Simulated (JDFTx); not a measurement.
Crystal: Ti.

```xyz
1
Lattice="0.0000 2.0300 2.0300 2.0300 0.0000 2.0300 2.0300 2.0300 0.0000" Properties=species:S:1:pos:R:3 pbc="T T T"
Ti    0.0000    0.0000    0.0000
```

This isn't the form of Ti at room conditions, which is hcp.

| Item | Value |
| --- | --- |
| Program | JDFTx 1.7.0 (patched build) |
| Task | relaxation of cell and atoms |
| Functional | r2SCAN |
| Potentials or basis | SG15-PBE-1.2 with smoothed tails |
| Cutoff | 1088 eV |
| Density cutoff | 4354 eV |
| k mesh | 6 × 6 × 6 |
| Occupations | fermi-dirac, width 0.05 eV |
| Spin | no spin polarisation |

At the start: pressure 5.2 GPa; volume 16.73 Å³/atom.

Where does the relaxation end?

Over 6 steps the energy falls by 10.9 meV/atom and the volume is 17.43 Å³/atom (+4.2 %); space group Fm-3m (No. 225, to 0.05 Å).

Step by step:
| step | energy change (eV) | largest force (eV/Å) | pressure (GPa) | volume (Å³) |
| --- | --- | --- | --- | --- |
| 1 | 0.0000 | 0.0000 | 5.16 | 16.73 |
| 2 | -0.0037 | 0.0000 | 4.15 | 16.86 |
| 3 | -0.0109 | 0.0000 | 0.26 | 17.39 |
| 4 | -0.0109 | 0.0000 | 0.03 | 17.42 |
| 5 | -0.0109 | 0.0000 | 0.00 | 17.43 |
| 6 | -0.0109 | 0.0000 | 0.00 | 17.43 |

Final structure:
```
CELL_PARAMETERS angstrom
0.00000 2.05778 2.05778
2.05778 0.00000 2.05778
2.05778 2.05778 0.00000
ATOMIC_POSITIONS crystal
Ti 0.00000 0.00000 0.00000
```

Caveat: the k mesh is coarse (spacing up to 0.45 Å⁻¹), so the values aren't converged; meta-GGA forces are noisy on this grid; the potentials were made for another functional, which shifts forces and pressure.
